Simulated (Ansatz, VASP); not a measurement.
Two plane-wave programs on BaTiO3 (Barioperovskite)

```
Ba Ti O
1.0
     3.98550    0.00000    0.00000
     0.00000    2.83690    2.84515
     0.00000   -2.83690    2.84515
Ba Ti O
1 1 3
Cartesian
  0.0000 0.0000 0.0000
  1.9928 0.0000 2.9157
  0.0000 0.0000 2.7735
  1.9928 -1.3804 4.2594
  1.9928 1.3804 4.2594
```

Alike in both runs: task single point; functional r2SCAN; k mesh 4 × 4 × 4; occupations fermi-dirac, width 0.05 eV; no spin polarisation; Hubbard terms Ti d U = 4.0 eV.

|  | VASP | Ansatz |
| --- | --- | --- |
| version | VASP 6.6.1 | Ansatz 0.2.0 |
| potentials or method | VASP PAW PBE potentials, release 64 (Ba_sv, Ti_sv, O) | plane waves, PAW |
| plane-wave cutoff (eV) | 520 | 500 |
| valence electrons in the cell | 40 | 40 |

```csv
,VASP,Ansatz,Ansatz less VASP
gap on the k mesh at the Fermi level (eV),2.75,2.75,-0.001
```

The programs project onto different local orbitals, so the same U acts differently.

Caveats: spin-orbit coupling is left out, which moves the levels of the heavy elements. A k mesh can miss the band edges.
